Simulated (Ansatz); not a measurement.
# V: the cost of one run

Method: DFT PBE, scalar-relativistic, plane waves, PAW, in Ansatz 0.2.0.

## Step 1: Starting point

It takes space group I4/mmm (No. 139, tetragonal). The conventional cell has a = 2.667 Å, b = 2.667 Å, c = 4.058 Å, α = 90.00°, β = 90.00°, γ = 90.00°. V (site symmetry 4/mmm) has 12 V at 2.67 to 2.77 Å as nearest neighbours.

As a file:

```
CELL_PARAMETERS angstrom
-1.33360 1.33360 2.02888
1.33360 -1.33360 2.02888
1.33360 1.33360 -2.02888
ATOMIC_POSITIONS crystal
V 0.00000 0.00000 0.00000
```

This is candidate A: indium (bct) type (I4/mmm, No. 139).

(A quick probe on a coarse mesh, which set the mesh and smearing, is not shown.)

## Step 3: Coarse relaxation (candidate A)

File input.yaml:

```yaml
crystal:
  lattice:
    - [-1.3336029348, 1.3336029348, 2.0288823175]
    - [1.3336029348, -1.3336029348, 2.0288823175]
    - [1.3336029348, 1.3336029348, -2.0288823175]
  atoms:
    - { symbol: V, position: [0.0, 0.0, 0.0] }
basis:
  ecutwfc: 420
kpoints:
  mp_grid: { grid: [8, 8, 8] }
hamiltonian:
  xc: pbe
scf:
  occupations: { method: gaussian, width: 0.1 }
  lower_state_search: "off"
output:
  forces: true
  stress: true
  eigenvalues: true
relax:
  adjacent_minimum: "off"
  f_tol: 0.04
  max_steps: 70
  cell: { stress_tol: 0.4 }
```

What time and memory should one allow on 1 thread of an Arm CPU, shared host?

About 7 s, with a peak of 0.27 GiB.
